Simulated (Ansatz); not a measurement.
MgB2: the change of largest V_zz and pressure with volume scale

Results calculated with Ansatz 0.2.0, not measured. Periodic Kohn-Sham DFT of a crystal at fixed atoms, scaled to volume_scale times the given cell; pressure positive in compression, energy less spherical unpolarised free atoms, largest_vzz the field gradient of largest size among the nuclei.

The cell before it is scaled or strained (space group P6/mmm, No. 191):
```
cell vectors (Å)
   3.0850     0.0000     0.0000
  -1.5425     2.6717     0.0000
   0.0000     0.0000     3.5230
atoms (fractions of the cell vectors)
Mg  0.00000  0.00000  0.00000
B   0.33333  0.66667  0.50000
B   0.66667  0.33333  0.50000
```

Settings of every row: method frozen-core PAW; functional PBE; relativity scalar; k mesh 12x12x9; filling fermi-dirac; smearing width 0.05 eV; wave cutoff 420 eV; paw set soft_2.

Atom start moment: 0 on all atoms.

Limits: no gap: field gradients move with the k mesh.

| row | volume scale | V (Å³/atom) | largest V_zz (1e21 V/m^2) | pressure (GPa) |
| --- | --- | --- | --- | --- |
| 1 | 0.94 | 9.098 | 1.749 | 9.243 |
| 2 | 0.96 | 9.292 | 1.738 | 5.489 |
| 3 | 0.98 | 9.486 | 1.728 | 2.073 |
| 4 | 0.99 | 9.582 | 1.723 | 0.481 |
| 5 | 1 | 9.679 | 1.718 | -1.039 |
| 6 | 1.01 | 9.776 | 1.713 | -2.49 |
| 7 | 1.02 | 9.873 | 1.708 | -3.874 |
| 8 | 1.04 | 10.066 | ? | ? |
| 9 | 1.06 | 10.26 | 1.687 | -8.816 |

Question: what largest V_zz and pressure should row 8 give?

Worked fit of largest V_zz. Take t = volume scale − 0.99. The shown rows have t = -0.05, -0.03, -0.01, 0, 0.01, 0.02, 0.03, 0.07. Their means are 0.005 and 1.7205 1e21 V/m^2; the sums about the means are S_tt = 0.0096 and S_ty = -0.00492, whose ratio is the slope. Least squares give largest V_zz = 1.7231 − 0.512 × t 1e21 V/m^2. All shown rows lie on it to the printed digit. The withheld row has t = 0.05, so the fit gives 1.7231 − 0.512 × (0.05) = 1.698 1e21 V/m^2.

The calculation gave 1.698 1e21 V/m^2. The fit meets it to the printed digit.

Worked fit of pressure. Take u = (V_r/V)^(2/3) − 1 with V_r = 9.6305 Å³ an atom, which is twice the finite (Eulerian) strain; such expansions in the strain, on which the Birch-Murnaghan equation of state is built, carry the rest volume and the bulk modulus. The shown rows have u = 0.03865, 0.02414, 0.01013, 0.00337, -0.00334, -0.00995, -0.01644, -0.04133. Least squares give pressure = −0.2826 + 227.087 × u + 500.11 × u² GPa; a straight line predicts inner rows, each left out in turn, worse (root mean square 0.24 against 0.0061 GPa). The rows lie off it by 0.002, -0.002, 0.004, -0.007, -0.004, 0.003, 0.007, -0.002 (root mean square 0.0043 GPa). The pressure vanishes at u = 0.0012, or V = 9.613 Å³ an atom, and there the bulk modulus at fixed shape and fractions is B = −V dP/dV = (2/3)(1 + u) dP/du = 152 GPa. Letting shape and atoms relax would as a rule lower it, by much in layered, chain or molecular crystals. The withheld row has u = -0.02906, so the fit gives −0.2826 + 227.087 × (-0.02906) + 500.11 × (-0.02906)² = -6.459 GPa.

The calculation gave -6.459 GPa. The fit meets it to the printed digit.
